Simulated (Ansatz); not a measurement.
BaTiO3:

```
Ba Ti O
1.0
    -3.99980    0.00000    0.00000
     0.00000    0.00000   -4.01800
     0.00000   -7.99960    0.00000
Ba Ti O
2 2 6
Direct
  0.00144 0.02304 0.50759
  0.99856 0.97696 0.99241
  0.48033 0.56319 0.23580
  0.51967 0.47281 0.76420
  0.49380 0.96597 0.25815
  0.50620 0.00203 0.74185
  0.50761 0.49933 0.50744
  0.49239 0.47067 0.99256
  0.01522 0.48841 0.27113
  0.98478 0.48159 0.72887
```

| Quantity | Value |
| --- | --- |
| Program | Ansatz 0.2.0 |
| Task | relaxation of cell and atoms |
| Functional | r2SCAN |
| Dispersion | rVV10 |
| Potentials or basis | Ansatz PAW |
| Cutoff | 500 eV (not typed: the program's choice for these potentials) |
| k mesh | 7 × 7 × 4 |
| Occupations | fermi-dirac, width 0.05 eV |
| Spin | no spin polarisation |

At the start: volume 12.86 Å³/atom.

Where does the relaxation end?

It ends after 12 steps and the volume is 12.83 Å³/atom (-0.2 %); space group Amm2 (No. 38, to 0.05 Å).

Step by step:
```csv
step,energy change (eV),largest force (eV/Å),volume (Å³)
1,0.0000,6.8894,128.56
2,-1.4888,2.6286,130.94
3,-1.6601,0.2715,122.38
4,-1.7500,0.2763,128.70
5,-1.7704,0.1165,127.32
6,-1.7858,0.1940,128.10
7,-1.8026,0.0128,128.29
8,-1.8034,0.0140,128.27
9,-1.8034,0.0015,128.32
10,-1.8034,0.0027,128.33
11,-1.8034,0.0044,128.34
12,-1.8034,0.0044,128.34
```

Final structure:
```
CELL_PARAMETERS angstrom
-3.96145 -0.00004 0.00006
0.00006 0.00823 -4.02499
-0.00007 -8.04938 0.01639
ATOMIC_POSITIONS crystal
Ba 0.99994 0.98704 0.50367
Ba 0.00013 0.98702 0.00369
Ti 0.49926 0.47299 0.26074
Ti 0.50100 0.47282 0.76074
O 0.50025 0.01039 0.24742
O 0.49968 0.01050 0.74742
O 0.49995 0.49959 0.49198
O 0.49997 0.49958 0.99198
O 0.00053 0.50200 0.24619
O 0.99929 0.50208 0.74618
```

Caveat: the plane-wave basis is chosen anew once the cell has moved, so the energies of steps on either side of that aren't comparable; the PAW data sets come from PBE, with cores solved anew for the run's functional, which leaves a small shift of forces and pressure.
